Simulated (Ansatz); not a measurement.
**Y: the crystal squeezed far**

One table from this session's results is given with a row withheld; the runs are named, their logs left out.

Computed with Ansatz 0.2.0 (DFT PBE, with the methods named in each step, unless a step's input says otherwise).

## The structure to begin with

It takes space group I4_1/amd (No. 141, tetragonal). The conventional cell has a = 6.272 Å, b = 6.272 Å, c = 3.450 Å, α = 90.00°, β = 90.00°, γ = 90.00°. Y (site symmetry -4m2) has 6 Y at 3.25 to 3.45 Å in its first shell of neighbours.

Structure file:

```
Y
1.0
    -3.13610    3.13610    1.72485
     3.13610   -3.13610    1.72485
     3.13610    3.13610   -1.72485
Y
2
Direct
  0.62500 0.87500 0.75000
  0.37500 0.12500 0.25000
```

Whether this phase is the stable one at these pressures isn't tested.

Atoms are numbered in the order of the input: Y1, Y2.

Set-up of the first run:

The input, input.yaml:

```yaml
crystal:
  lattice:
    - [-3.1360962137, 3.1360962137, 1.7248529175]
    - [3.1360962137, -3.1360962137, 1.7248529175]
    - [3.1360962137, 3.1360962137, -1.7248529175]
  atoms:
    - { symbol: "Y", position: [-0.375, -0.125, -0.25] }
    - { symbol: "Y", position: [0.375, 0.125, 0.25] }
kpoints:
  mp_grid: { grid: [14, 14, 14] }
scf:
  occupations: { method: fermi_dirac, width: 0.08 }
hamiltonian:
  xc: pbe
  pseudopotentials: { kind: paw }
output:
  forces: true
  stress: true
relax:
  f_tol: 0.005
  max_steps: 40
  cell: {}
```

On the command line:

```bash
$ ansatz run input.yaml --threads 1 --pin off --max-ram 2048MiB --backend cpu --events-out ev --progress --plain --runs-dir out
```

Among the steps run: Cell relaxed at zero pressure, PAW; Volume scaled by 1, PAW; Volume scaled by 1, PAW (source ansatz); Shape and atoms relaxed at 0.95 of the volume, PAW; Volume scaled by 0.95, PAW; Shape and atoms relaxed at 0.85 of the volume, PAW; Volume scaled by 0.85, PAW; Shape and atoms relaxed at 0.75 of the volume, PAW; Volume scaled by 0.75, PAW; Shape and atoms relaxed at 0.65 of the volume, PAW; Volume scaled by 0.65, PAW; Shape and atoms relaxed at 0.55 of the volume, PAW; Volume scaled by 0.55, PAW; Shape and atoms relaxed at 0.45 of the volume, PAW; Volume scaled by 0.45, PAW; Shape and atoms relaxed at 0.4 of the volume, PAW; Volume scaled by 0.4, PAW; Volume scaled by 0.4, PAW (core large).

One table of the session follows, with a row left open; its other results are not shown here.

 The rows PAW, 0.4 and PAW (core large), 0.4 agree to the last digit and may rest on the same set-up.

```
             method  volume over the first  volume (Å³/atom)  pressure (GPa)
                PAW                      1            33.017            0.00
                PAW                   0.95            31.366            1.78
                PAW                   0.85            28.064            6.76
                PAW                   0.75            24.763           14.67
                PAW                   0.65            21.461           28.05
                PAW                   0.55                 ?               ?
                PAW                   0.45            14.858          102.47
                PAW                    0.4            13.207          149.93
   PAW (core large)                    0.4            13.207          149.93
PAW (source ansatz)                      1            33.017            0.00
```

**Question.** Estimate the row for PAW, 0.55.

The run gave: volume (Å³/atom): 18.159; pressure (GPa): 52.42. In the column «volume (Å³/atom)» it lies between PAW, 0.45 (14.858) and PAW, 0.65 (21.461).

To keep in mind: Warnings in the runs' records: written density without core change, datasets by core.
